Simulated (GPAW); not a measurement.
A run of GPAW 26.7.0 is set up as follows.

The input run.py:

```python
from ase import Atoms
from ase.dft.bandgap import bandgap
from ase.io import write
from ase.units import GPa
from gpaw import GPAW, PW

atoms = Atoms(['As', 'Ga'],
              cell=[[0.0, 2.82685, 2.82685],
                    [2.82685, 0.0, 2.82685],
                    [2.82685, 2.82685, 0.0]],
              scaled_positions=[[0.75, 0.75, 0.75],
                                [0.0, 0.0, 0.0]],
              pbc=True)

calc = GPAW(mode=PW(600),
            xc='PBE',
            kpts={'size': (8, 8, 8), 'gamma': True},
            occupations={'name': 'methfessel-paxton', 'order': 0, 'width': 0.023},
            nbands=11,
            convergence={'density': 1e-05, 'energy': 1e-05},
            maxiter=150,
            txt='gpaw.txt')
atoms.calc = calc
energy = atoms.get_potential_energy()
forces = atoms.get_forces()
stress = atoms.get_stress()
calc.write('gs.gpw')
write('result.traj', atoms)
print(f'Energy: {energy:.6f} eV')
print('Forces (eV/A):')
print(forces.round(4))
print('Stress (GPa):', (stress / GPa).round(3))
print('Fermi level:', round(calc.get_fermi_level(), 4), 'eV')
print(f'Gap: {bandgap(calc)[0]:.4f} eV, direct: {bandgap(calc, direct=True)[0]:.4f} eV')
```

Potentials or basis: GPAW PAW data sets (gpaw-data 1.2.1), pw.

Launch:

```console
$ OMP_NUM_THREADS=1 python run.py
```

**Question.** Estimate the band gap on the k mesh.

**Answer.** 0.59 eV, direct.

**Question.** Predict the pressure.

**Answer.** 4.3 GPa.

**Experimental background.**

“Evidence of valence band perturbations in GaAsN/GaAs(001): A combined variable-angle spectroscopic ellipsometry and modulated photoreflectance investigation”, 2008, arxiv:0805.2212 reports, for a bulk crystal of GaAs at 300 K: band gap 1.418 ± 0.005 eV (direct).

Measured gap of GaAs: 1.418 eV (direct; 300 K; “Evidence of valence band perturbations in GaAsN/GaAs(001): A combined variable-angle spectroscopic ellipsometry and modulated photoreflectance investigation”, 2008, arxiv:0805.2212). This calculation gives 0.59 eV (-0.83 eV). 3 values of this kind are on record (1.412 to 1.51 eV); this one was drawn at random among those near their median, those with a stated uncertainty first. Spin-orbit coupling on As, Ga is left out. The value is that of PBE on a finite k mesh, which can miss the band edges, without temperature or zero-point motion. Semilocal functionals fall short of measured gaps as a rule.
